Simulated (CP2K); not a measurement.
Sb under changes of volume

One of the cells (30.206 Å³/atom); the others are scaled copies at fixed shape and fractional positions:

```
Sb
1.0
     4.50666    0.00000    0.00000
     2.44723    3.78432    0.00000
     2.44723    1.33179    3.54223
Sb
2
Direct
  0.76651 0.76651 0.76651
  0.23349 0.23349 0.23349
```

* Program: CP2K 2026.2
* Functional: PBEsol
* Potentials or basis: POTENTIAL_UZH Sb GTH-PBE-q5; TZVP-MOLOPT-PBE-GTH basis
* Density cutoff: 6123 eV
* k mesh: 8 × 8 × 8
* Occupations: fermi-dirac, width 0.05 eV
* Spin: no spin polarisation

```csv
volume (Å³/atom),energy over the lowest point (meV/atom),pressure (GPa),largest force (eV/Å)
28.393,62.86,7.1,0.684
28.998,39.35,5.4,0.555
29.602,?,?,?
30.206,9.90,2.5,0.319
30.810,2.77,1.3,0.212
31.414,0.00,0.2,0.112
32.018,1.18,-0.8,0.019
```

Task: What does the run at 29.602 Å³/atom give?

Result: Energy over the lowest point 21.91 meV/atom; pressure 3.9 GPa; largest force 0.433 eV/Å.

Worked out: A Birch-Murnaghan fit of order 3 (a polynomial in V^(-2/3)) to the other rows has its minimum at 31.53 Å³/atom with B0 = V·E''(V) = 53 GPa and B' = 4.5 at fixed shape and positions, which overstates the stiffness. It gives 21.92 meV/atom at 29.602 Å³/atom, against the run's 21.91, and -dE/dV = 3.9 GPa, against 3.9.

Energies are extrapolated to zero smearing.

Caveats: the potentials were made for another functional, which shifts forces and pressure; the basis of atomic orbitals isn't converged, which shifts pressures, moduli and gaps.
